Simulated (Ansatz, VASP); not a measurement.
# PbO: VASP beside Ansatz

```
CELL_PARAMETERS angstrom
4.01226 0.00000 0.00000
0.00000 4.01226 0.00000
0.00000 0.00000 30.74933
ATOMIC_POSITIONS crystal
Pb 0.50000 0.00000 0.46075
Pb 0.00000 0.50000 0.53925
O 0.00000 0.00000 0.50000
O 0.50000 0.50000 0.50000
```

Alike in both runs: functional PBE; dispersion D3(BJ); k mesh 6 × 6 × 1; occupations gaussian, width 0.02 eV; no spin polarisation.

Ansatz relaxed the structure, and its values are those at the end. VASP's run is a single point on that final structure, the one shown.

|  | VASP | Ansatz |
| --- | --- | --- |
| version | VASP 6.6.1 | Ansatz 0.2.0 |
| potentials or method | VASP PAW PBE potentials, release 64 (Pb_d, O) | scalar-relativistic, plane waves, PAW |
| plane-wave cutoff (eV) | 520 | 420 |
| valence electrons in the cell | 40 | 40 |

|  | VASP | Ansatz | Ansatz less VASP |
| --- | --- | --- | --- |
| gap on the k mesh at the Fermi level (eV) | 2.58 | 2.59 | +0.012 |
| least direct gap on the mesh (eV) | 2.58 | 2.59 | +0.012 |
| rms of the force components (eV/Å) | 0.016 | 0.000 | -0.0158 |

Caveats: spin-orbit coupling is left out, which as a rule narrows the gap of such compounds by several tenths of an eV.
